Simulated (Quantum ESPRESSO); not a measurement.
WS2 under changes of volume

One of the cells (17.744 Å³/atom); the others are scaled copies at fixed shape and fractional positions:

```
W S
1.0
     1.57900    0.91164    6.16333
    -1.57900    0.91164    6.16333
     0.00000   -1.82327    6.16333
W S
1 2
Direct
  0.00000 0.00000 0.00000
  0.58100 0.58100 0.58100
  0.75030 0.75030 0.75030
```

Measurements of this composition are mostly on another form, of space group No. 194.

```yaml
Program: Quantum ESPRESSO 7.5
Functional: PBEsol
Potentials_or_basis: GBRV 1.5 PBEsol
Cutoff: 762 eV
Density_cutoff: 6095 eV
k_mesh: 10 × 10 × 10
Occupations: fermi-dirac, width 0.05 eV
Spin: no spin polarisation
```

```tsv
volume (Å³/atom)	energy over the lowest point (meV/atom)	pressure (GPa)	gap on the mesh (eV)
16.679	34.74	11.5	0.94
17.034	14.22	7.1	0.97
17.389	2.95	3.1	1.00
17.744	0.00	-0.4	1.02
18.099	4.51	-3.6	1.04
18.454	15.71	-6.5	1.06
18.809	?	?	?
```

Q: What does the run at 18.809 Å³/atom give?

A: Energy over the lowest point 32.92 meV/atom; pressure -9.0 GPa; gap on the mesh 1.07 eV.

Worked out: A Birch-Murnaghan fit of order 3 (a polynomial in V^(-2/3)) to the other rows has its minimum at 17.70 Å³/atom with B0 = V·E''(V) = 170 GPa and B' = 4.4 at fixed shape and positions, which overstates the stiffness. It gives 32.93 meV/atom at 18.809 Å³/atom, against the run's 32.92, and -dE/dV = -9.0 GPa, against -9.0. A straight line through the other rows of the gap, of slope 1.17 eV per unit of ln V, extrapolates to 1.09 eV, against the run's 1.07.

Energies are extrapolated to zero smearing.

Caveats: spin-orbit coupling is left out, which moves the levels of the heavy elements.

A mesh can miss the band edges.
